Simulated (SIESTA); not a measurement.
A run of SIESTA 5.4.2 is set up as follows.

Rb.fdf

```
SystemName                      Rb
SystemLabel                     Rb
NumberOfSpecies                 1
NumberOfAtoms                   1
%block ChemicalSpeciesLabel
  1  37 Rb
%endblock ChemicalSpeciesLabel
%include structure.fdf

%block kgrid.MonkhorstPack
    7   0   0  0.0
    0   7   0  0.0
    0   0   7  0.0
%endblock kgrid.MonkhorstPack
XC.Functional                   GGA
XC.Authors                      PBE
PAO.BasisSize                   DZP
PAO.EnergyShift                 0.003 Ry
Mesh.Cutoff                     500 Ry
OccupationFunction              FD
ElectronicTemperature           0.05 eV
MaxSCFIterations                120
SCF.MustConverge                false
SCF.Mixer.Method                Pulay
SCF.Mixer.Weight                0.25
SCF.Mixer.History               8
SCF.DM.Tolerance                5.0e-05
SCF.H.Tolerance                 1.0e-03 eV
WriteForces                     true
Charge.Mulliken                 end
%block PAO.Basis
  Rb 5
  n=4 0 2
    4.197 0.000
  n=5 0 2
    9.500 0.000
  n=4 1 2
    5.129 0.000
  n=5 1 1
    9.500
  n=4 2 1
    7.000
%endblock PAO.Basis
```

structure.fdf

```
LatticeConstant                 1.0 Ang
%block LatticeVectors
    -2.9545118615     2.9545118615     2.7308451955
     2.9545118615    -2.9545118615     2.7308451955
     2.9545118615     2.9545118615    -2.7308451955
%endblock LatticeVectors
AtomicCoordinatesFormat         Fractional
%block AtomicCoordinatesAndAtomicSpecies
     0.0000000000     0.0000000000     0.0000000000  1  Rb
%endblock AtomicCoordinatesAndAtomicSpecies
```

Potentials or basis: PseudoDojo 0.4 standard (PBE files), DZP (energy shift 0.003 Ry; two zetas on semicore shells; d shell added on Rb).

Command:

```console
$ siesta Rb.fdf > Rb.out 2>&1
```

Task: Predict the band gap on the k mesh.

Result: None (metal or under the smearing width).

Task: Estimate the pressure.

Result: -0.2 GPa.

Caveat: the basis of atomic orbitals isn't converged, which shifts pressures, moduli and gaps.
